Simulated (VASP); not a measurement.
# Pt in VASP: a series of runs

The runs below take Pt through single point, relaxation of the atoms, with PBE.

All numbers are computed with VASP 6.6.1; they aren't measurements. Logs are shortened: lines on timing, memory, paths and dates and some standing lists are left out, and cuts for length are marked.

### 1 Starting point

The cell holds a slab with vacuum, 7 atoms: a = 2.805 Å, b = 2.805 Å, c = 26.901 Å, α = 90.00°, β = 90.00°, γ = 90.00°.

The slab is cut from a database's or a generator's crystal, which needn't be the stable form of the element.

### 2 Single point, PBE

INCAR reads:

```
PREC = Accurate
ENCUT = 520
EDIFF = 1E-7
ISMEAR = 1
SIGMA = 0.1
LREAL = False
LASPH = True
NELM = 80
ALGO = Fast
ISIF = 2
LWAVE = False
LCHARG = False
LDIPOL = True
IDIPOL = 3
DIPOL = 0.5 0.5 0.500
GGA = PE
LVHAR = True
LVACPOTAV = True
ICORELEVEL = 1
KPAR = 4
```

KPOINTS reads:

```
Automatic mesh
0
Gamma
  14 14 1
```

POSCAR reads:

```
Pt
1.0
    2.8050756300      0.0000000000      0.0000000000
    0.0000000000      2.8050756300      0.0000000000
    0.0000000000      0.0000000000     26.9009280000
Pt
7
Direct
    0.5000000000      0.5000000000      0.2788007900
    0.0000000000      0.0000000000      0.3525338600
    0.5000000000      0.5000000000      0.4262669300
    0.0000000000      0.0000000000      0.5000000000
    0.5000000000      0.5000000000      0.5737330700
    0.0000000000      0.0000000000      0.6474661400
    0.5000000000      0.5000000000      0.7211992100
```

Potentials or basis: VASP PAW PBE potentials, release 64 (Pt).

The run is started by

```sh
$ cat potpaw_PBE.64/Pt/POTCAR > POTCAR
$ mpirun -np 4 vasp_std > vasp.out
```

OUTCAR:

```text
PREC = Accurate
   ENCUT = 520
   EDIFF = 1E-7
   ISMEAR = 1
   LREAL = False
   LASPH = True
   NELM = 80
   ISIF = 2
   GGA = PE

 ion  position               nearest neighbor table
   1  0.500  0.500  0.279-   2 2.81   2 2.81   2 2.81   2 2.81
   2  0.000  0.000  0.353-   3 2.81   3 2.81   3 2.81   3 2.81   1 2.81   1 2.81   1 2.81   1 2.81

   3  0.500  0.500  0.426-   2 2.81   2 2.81   2 2.81   2 2.81   4 2.81   4 2.81   4 2.81   4 2.81

   4  0.000  0.000  0.500-   3 2.81   5 2.81   3 2.81   5 2.81   3 2.81   5 2.81   3 2.81   5 2.81

   5  0.500  0.500  0.574-   6 2.81   6 2.81   6 2.81   6 2.81   4 2.81   4 2.81   4 2.81   4 2.81

   6  0.000  0.000  0.647-   5 2.81   5 2.81   5 2.81   5 2.81   7 2.81   7 2.81   7 2.81   7 2.81

   7  0.500  0.500  0.721-   6 2.81   6 2.81   6 2.81   6 2.81

  LATTYP: Found a simple tetragonal cell.
 ALAT       =     2.8050756300
 C/A-ratio  =     9.5900900897

  Lattice vectors:

 A1 = (   2.8050756300,   0.0000000000,   0.0000000000)
 A2 = (   0.0000000000,   2.8050756300,   0.0000000000)
 A3 = (   0.0000000000,   0.0000000000,  26.9009280000)

Analysis of symmetry for initial positions (statically):
=====================================================================
 Subroutine PRICEL returns:
 Original cell was already a primitive cell.

 Routine SETGRP: Setting up the symmetry group for a
 simple tetragonal supercell.

 Subroutine GETGRP returns: Found 16 space group operations
 (whereof 16 operations were pure point group operations)
 out of a pool of 16 trial point group operations.

The static configuration has the point symmetry D_4h.

Analysis of symmetry for dynamics (positions and initial velocities):
=====================================================================
 Subroutine PRICEL returns:
 Original cell was already a primitive cell.

 Routine SETGRP: Setting up the symmetry group for a
 simple tetragonal supercell.

 Subroutine GETGRP returns: Found 16 space group operations
 (whereof 16 operations were pure point group operations)
 out of a pool of 16 trial point group operations.

The dynamic configuration has the point symmetry D_4h.

 Subroutine INISYM returns: Found 16 space group operations
 (whereof 16 operations are pure point group operations),
 and found     1 'primitive' translations

----------------------------------------------------------------------------------------

                                     Primitive cell

  volume of cell :     211.6686

  direct lattice vectors                    reciprocal lattice vectors
     2.805075630  0.000000000  0.000000000     0.356496627  0.000000000  0.000000000
     0.000000000  2.805075630  0.000000000     0.000000000  0.356496627  0.000000000
     0.000000000  0.000000000 26.900928000     0.000000000  0.000000000  0.037173439

  length of vectors
     2.805075630  2.805075630 26.900928000     0.356496627  0.356496627  0.037173439

  position of ions in fractional coordinates (direct lattice)
     0.500000000  0.500000000  0.278800790
     0.000000000  0.000000000  0.352533860
     0.500000000  0.500000000  0.426266930
     0.000000000  0.000000000  0.500000000
     0.500000000  0.500000000  0.573733070
     0.000000000  0.000000000  0.647466140
     0.500000000  0.500000000  0.721199210

  ion indices of the primitive-cell ions
   primitive index   ion index
                 1           1
                 2           2
                 3           3
                 4           4
                 5           5
                 6           6
                 7           7

----------------------------------------------------------------------------------------

 KPOINTS: Automatic mesh

Automatic generation of k-mesh.
 Grid dimensions read from file:
 generate k-points for:   14   14    1

 Generating k-lattice:

  Cartesian coordinates                     Fractional coordinates (reciprocal lattice)
     0.025464045  0.000000000  0.000000000     0.071428571  0.000000000  0.000000000
     0.000000000  0.025464045  0.000000000     0.000000000  0.071428571  0.000000000
     0.000000000  0.000000000  0.037173439     0.000000000  0.000000000  1.000000000

  Length of vectors
     0.025464045  0.025464045  0.037173439

  Shift w.r.t. Gamma in fractional coordinates (k-lattice)
     0.000000000  0.000000000  0.000000000

 Subroutine IBZKPT returns following result:
 ===========================================

 Found     36 irreducible k-points:

 Following reciprocal coordinates:
            Coordinates               Weight
  0.000000  0.000000  0.000000      1.000000
  0.071429  0.000000  0.000000      4.000000
  0.142857  0.000000  0.000000      4.000000
  0.214286  0.000000  0.000000      4.000000
  0.285714  0.000000  0.000000      4.000000
  0.357143  0.000000  0.000000      4.000000
[... 16 lines left out ...]
  0.285714  0.214286  0.000000      8.000000
  0.357143  0.214286  0.000000      8.000000
 [... further k-points ...]
   k-points           NKPTS =     36   k-points in BZ     NKDIM =     36   number of bands    NBANDS=     42
   number of dos      NEDOS =    301   number of ions     NIONS =      7
   total plane-waves  NPLWV = 115200
   dimension x,y,z NGX =    24 NGY =   24 NGZ =  200
   dimension x,y,z NGXF=    48 NGYF=   48 NGZF=  400
   ions per type =               7
   NGX,Y,Z   is equivalent  to a cutoff of  14.22, 14.22, 12.36 a.u.
   NGXF,Y,Z  is equivalent  to a cutoff of  28.45, 28.45, 24.72 a.u.
 SYSTEM =  unknown system
   PREC   = accura    normal or accurate (medium, high low for compatibility)
   ISTART =      0    job   : 0-new  1-cont  2-samecut
   ICHARG =      2    charge: 1-file 2-atom 10-const
   ISPIN  =      1    spin polarized calculation?
   LNONCOLLINEAR =      F non collinear calculations
   LSORBIT =      F    spin-orbit coupling
   LASPH  =      T    aspherical Exc in radial PAW
   ENCUT  =  520.0 eV  38.22 Ry    6.18 a.u.   5.22  5.22 50.02*2*pi/ulx,y,z
   NELM   =     80;   NELMIN=  2; NELMDL= -5     # of ELM steps
   EDIFF  = 0.1E-06   stopping-criterion for ELM
   LREAL  =      F    real-space projection
   EDIFFG = 0.1E-05   stopping-criterion for IOM
   NSW    =      0    number of steps for IOM
   IBRION =     -1    ionic relax: 0-MD 1-quasi-New 2-CG
   NFREE  =      0    steps in history (QN), initial steepest desc. (CG)
   ISIF   =      2    stress and relaxation
   ISYM   =      2    0-nonsym 1-usesym 2-fastsym
   POTIM  = 0.5000    time-step for ionic-motion
   TEBEG  =    0.0;   TEEND  =   0.0 temperature during run
   PSTRESS=    0.0 pullay stress
   NELECT =      70.0000    total number of electrons
   NUPDOWN=      -1.0000    fix difference up-down
   EMIN   =  10.00;   EMAX   =-10.00  energy-range for DOS
   EFERMI =   0.00;   METHOD = LEGACY
   ISMEAR =     1;   SIGMA  =   0.10  broadening in eV -4-tet -1-fermi 0-gaus
   EFERMI_NEDOS =   21; number of points for ismear=-14 and -15
   IALGO  =     68    algorithm
   IMIX   =      4    mixing-type and parameters
     AMIX     =   0.40;   BMIX     =  1.00
     AMIX_MAG =   1.60;   BMIX_MAG =  1.00
  volume/ion in A,a.u.               =      30.24       204.06
  Fermi-wavevector in a.u.,A,eV,Ry     =   1.132110  2.139378 17.438227  1.281674
  Thomas-Fermi vector in A             =   2.268811
   LORBIT       =      0    0 simple, 1 ext, 2 COOP (PROOUT), +10 PAW based schemes
   GGA     = PE    functional components
   LHFCALC =     F    Hartree Fock is set to
   AEXX    =    0.0000 exact exchange contribution
   IVDW    =     0    specifies the selected vdW correction
   LEPSILON=     F    determine dielectric tensor
   LRPA    =     F    only Hartree local field effects (RPA)
 non-spin polarized calculation
 RMM-DIIS sequential band-by-band and
 Methfessel and Paxton  Order N= 1 SIGMA  =   0.10
  energy-cutoff  :      520.00
  volume of cell :      211.67
 maximum number of plane-waves:      5773
 NGX is ok and might be reduce to    24
   NGX = 11   NGY = 11   NGZ =101

 number of electron      69.9999997 magnetization

 dipolmoment           0.000000      0.000000      0.000000 electrons x Angstroem

 Free energy of the ion-electron system (eV)
  ---------------------------------------------------
  ext. energy  EPLUGINS =         0.00000000
  ---------------------------------------------------
  free energy    TOTEN  =       -40.84588041 eV

  energy without entropy =      -40.83964315  energy(sigma->0) =      -40.84380132

 the core state eigenenergies are
   1-  1s -78395.0131  2s -13764.6232  2p -11924.8951  3s  -3228.4805  3p  -2692.9812
       3d  -2113.3513  4s   -688.7837  4p   -513.2271  4d   -300.2998  4f    -63.7084
       5s    -95.1732  5p    -49.2795
   2-  1s -78395.6720  2s -13765.3097  2p -11925.5800  3s  -3229.1682  3p  -2693.6688
       3d  -2114.0406  4s   -689.4720  4p   -513.9156  4d   -300.9893  4f    -64.3985
       5s    -95.8618  5p    -49.9563
   3-  1s -78395.7062  2s -13765.3470  2p -11925.6172  3s  -3229.2079  3p  -2693.7085
       3d  -2114.0801  4s   -689.5151  4p   -513.9591  4d   -301.0332  4f    -64.4432
       5s    -95.9135  5p    -50.0111
   4-  1s -78395.6259  2s -13765.2669  2p -11925.5369  3s  -3229.1305  3p  -2693.6312
       3d  -2114.0023  4s   -689.4419  4p   -513.8864  4d   -300.9609  4f    -64.3718
       5s    -95.8505  5p    -49.9525
   5-  1s -78395.7062  2s -13765.3470  2p -11925.6172  3s  -3229.2079  3p  -2693.7085
       3d  -2114.0801  4s   -689.5151  4p   -513.9591  4d   -301.0332  4f    -64.4432
       5s    -95.9135  5p    -50.0111
   6-  1s -78395.6720  2s -13765.3097  2p -11925.5800  3s  -3229.1682  3p  -2693.6688
       3d  -2114.0406  4s   -689.4720  4p   -513.9156  4d   -300.9893  4f    -64.3985
       5s    -95.8618  5p    -49.9563
   7-  1s -78395.0131  2s -13764.6232  2p -11924.8951  3s  -3228.4805  3p  -2692.9812
       3d  -2113.3513  4s   -688.7837  4p   -513.2271  4d   -300.2998  4f    -63.7084
       5s    -95.1732  5p    -49.2795

 E-fermi :   2.6580     XC(G=0):  -7.5589

 val. band max:        2.6578064060   @ k =   0.1429   0.1429   0.0000
 cond. band min:       2.6609868222   @ k =   0.2857   0.1429   0.0000
 fundamental gap:      0.0031804163
 Fermi energy:         2.6579925918

 k-point     1 :       0.0000    0.0000    0.0000
  band No.  band energies     occupation
      1      -6.9025      2.00000
      2      -6.1608      2.00000
      3      -5.1112      2.00000
      4      -4.1280      2.00000
      5      -3.9429      2.00000
      6      -3.4874      2.00000
[... 34 lines left out ...]
     41       3.8865     -0.00000
     42       4.6449     -0.00000

 k-point     2 :       0.0714    0.0000    0.0000
  band No.  band energies     occupation
      1      -6.7732      2.00000
      2      -6.0413      2.00000
      3      -5.0052      2.00000
      4      -4.0291      2.00000
      5      -3.8474      2.00000
      6      -3.4050      2.00000
[... 34 lines left out ...]
     41       3.0397     -0.00000
     42       4.4158     -0.00000

 k-point     3 :       0.1429    0.0000    0.0000
  band No.  band energies     occupation
      1      -6.3982      2.00000
      2      -5.7036      2.00000
      3      -4.7267      2.00000
      4      -3.8061      2.00000
      5      -3.6221      2.00000
      6      -3.1277      2.00000
[... 34 lines left out ...]
     41       3.8029     -0.00000
     42       5.3442      0.00000

 k-point     4 :       0.2143    0.0000    0.0000
  band No.  band energies     occupation
      1      -5.8181      2.00000
      2      -5.2160      2.00000
      3      -4.3963      2.00000
      4      -3.6431      2.00000
      5      -3.3786      2.00000
      6      -2.8748      2.00000
[... 844 lines left out ...]
     41       5.8591      0.00000
     42       7.4199      0.00000

 k-point    23 :       0.2857    0.2143    0.0000
  band No.  band energies     occupation
      1      -4.2394      2.00000
      2      -3.7401      2.00000
      3      -3.1621      2.00000
      4      -2.6889      2.00000
      5      -2.4853      2.00000
      6      -2.2909      2.00000
[... 34 lines left out ...]
     41       6.4322      0.00000
     42       7.9756      0.00000

 k-point    24 :       0.3571    0.2143    0.0000
  band No.  band energies     occupation
      1      -3.7170      2.00000
      2      -3.4238      2.00000
      3      -3.1334      2.00000
      4      -2.8846      2.00000
      5      -2.6661      2.00000
      6      -2.4203      2.00000
[... 34 lines left out ...]
     41       7.1277      0.00000
     42       7.9020      0.00000

 [... further k-points ...]
[... 5 lines left out ...]
  --------------------------------------------------------------------------------------
  -------------------------------------------------------------------------------------
  Total       -4.4852631     -4.4852631     -1.4699775      0.0000000      0.0000000      0.0000000
  in kB      -33.9501811    -33.9501811    -11.1266613      0.0000000      0.0000000      0.0000000
  external PRESSURE =     -26.3423412 kB  Pullay stress =       0.0000000 kB

 VOLUME and BASIS-vectors are now :
 -----------------------------------------------------------------------------
  energy-cutoff  :      520.00
  volume of cell :      211.67
      direct lattice vectors                 reciprocal lattice vectors
     2.805075630  0.000000000  0.000000000     0.356496627  0.000000000  0.000000000
     0.000000000  2.805075630  0.000000000     0.000000000  0.356496627  0.000000000
     0.000000000  0.000000000 26.900928000     0.000000000  0.000000000  0.037173439

 POSITION                                       TOTAL-FORCE (eV/Angst)
 -----------------------------------------------------------------------------------
      1.40254      1.40254      7.50000        -0.000000     -0.000000      0.316953
      0.00000      0.00000      9.48349        -0.000000      0.000000     -0.267999
      1.40254      1.40254     11.46698         0.000000      0.000000     -0.067154
      0.00000      0.00000     13.45046         0.000000      0.000000      0.000000
      1.40254      1.40254     15.43395         0.000000      0.000000      0.067154
      0.00000      0.00000     17.41744         0.000000      0.000000      0.267999
      1.40254      1.40254     19.40093         0.000000      0.000000     -0.316953
 -----------------------------------------------------------------------------------
    total drift:                                0.000000     -0.000000      0.000000

  FREE ENERGIE OF THE ION-ELECTRON SYSTEM (eV)
  ---------------------------------------------------
  free  energy   TOTEN  =       -40.8458804086 eV

  energy  without entropy=      -40.8396431464  energy(sigma->0) =      -40.84380132

 vacuum level on the upper side and lower side of the slab         8.381         8.381
```

It took 2.5 min on 4 MPI ranks of Intel Xeon Platinum 8488C (Sapphire Rapids), shared host; peak memory 0.47 GiB.

Results:

```
Free energy                     : -40.8459 eV
Largest force                   : 0.317 eV/Å
Band gap on the k mesh          : none (metal or under the smearing width)
Work function of the upper face : 5.72 eV
Work function of the lower face : 5.72 eV
```

Forces on the atoms (eV/Å):
```
Pt   0.000  0.000  0.317
Pt   0.000  0.000 -0.268
Pt   0.000  0.000 -0.067
Pt   0.000  0.000  0.000
Pt   0.000  0.000  0.067
Pt   0.000  0.000  0.268
Pt   0.000  0.000 -0.317
```

Core levels (eV, on the scale of the bands):
```tsv
atom	levels
1 Pt	1s -78395.0, 2s -13764.6, 2p -11924.9, 3s -3228.5, 3p -2693.0, 3d -2113.4, 4s -688.8, 4p -513.2, 4d -300.3, 4f -63.7, 5s -95.2, 5p -49.3
2 Pt	1s -78395.7, 2s -13765.3, 2p -11925.6, 3s -3229.2, 3p -2693.7, 3d -2114.0, 4s -689.5, 4p -513.9, 4d -301.0, 4f -64.4, 5s -95.9, 5p -50.0
3 Pt	1s -78395.7, 2s -13765.3, 2p -11925.6, 3s -3229.2, 3p -2693.7, 3d -2114.1, 4s -689.5, 4p -514.0, 4d -301.0, 4f -64.4, 5s -95.9, 5p -50.0
4 Pt	1s -78395.6, 2s -13765.3, 2p -11925.5, 3s -3229.1, 3p -2693.6, 3d -2114.0, 4s -689.4, 4p -513.9, 4d -301.0, 4f -64.4, 5s -95.9, 5p -50.0
5 Pt	1s -78395.7, 2s -13765.3, 2p -11925.6, 3s -3229.2, 3p -2693.7, 3d -2114.1, 4s -689.5, 4p -514.0, 4d -301.0, 4f -64.4, 5s -95.9, 5p -50.0
6 Pt	1s -78395.7, 2s -13765.3, 2p -11925.6, 3s -3229.2, 3p -2693.7, 3d -2114.0, 4s -689.5, 4p -513.9, 4d -301.0, 4f -64.4, 5s -95.9, 5p -50.0
```

The run has no spin-orbit coupling, so splittings on Pt are missing.

(Continued in part 2 of 2.)
